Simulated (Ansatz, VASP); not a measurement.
**KF (Carobbiite): VASP beside Ansatz**

```xyz
2
Lattice="0.0000 2.7070 2.7070 2.7070 0.0000 2.7070 2.7070 2.7070 0.0000" Properties=species:S:1:pos:R:3 pbc="T T T"
K     0.0000    0.0000    0.0000
F     2.7070    2.7070    2.7070
```

Alike in both runs: task single point; functional PBEsol; k mesh 9 × 9 × 9; occupations fermi-dirac, width 0.05 eV; no spin polarisation.

|  | VASP | Ansatz |
| --- | --- | --- |
| version | VASP 6.6.1 | Ansatz 0.2.0 |
| potentials or method | VASP PAW PBE potentials, release 64 (K_sv, F) | Ansatz PAW |
| plane-wave cutoff (eV) | 520 | 420 |
| valence electrons in the cell | 16 | 16 |

|  | VASP | Ansatz | Ansatz less VASP |
| --- | --- | --- | --- |
| gap on the k mesh at the Fermi level (eV) | 5.84 | 5.86 | +0.015 |
| least direct gap on the mesh (eV) | 5.84 | 5.86 | +0.015 |
| pressure (GPa) | -1.7 | -1.7 | -0.01 |

Caveats: the PAW data sets were made with another functional, which shifts forces and pressure a little (VASP); an odd mesh through Γ misses points on the zone boundary, where band edges often lie (VASP); odd divisions of the mesh miss points on the zone boundary, where band edges often lie, so the gap on the mesh can be too wide (Ansatz); the pressure holds a Pulay correction of +0.3 GPa for the finite cutoff (Ansatz); the PAW data sets come from PBE, with cores solved anew for the run's functional, which leaves a small shift of forces and pressure (Ansatz). PBEsol gaps usually lie below the measured ones, often by a third to a half.
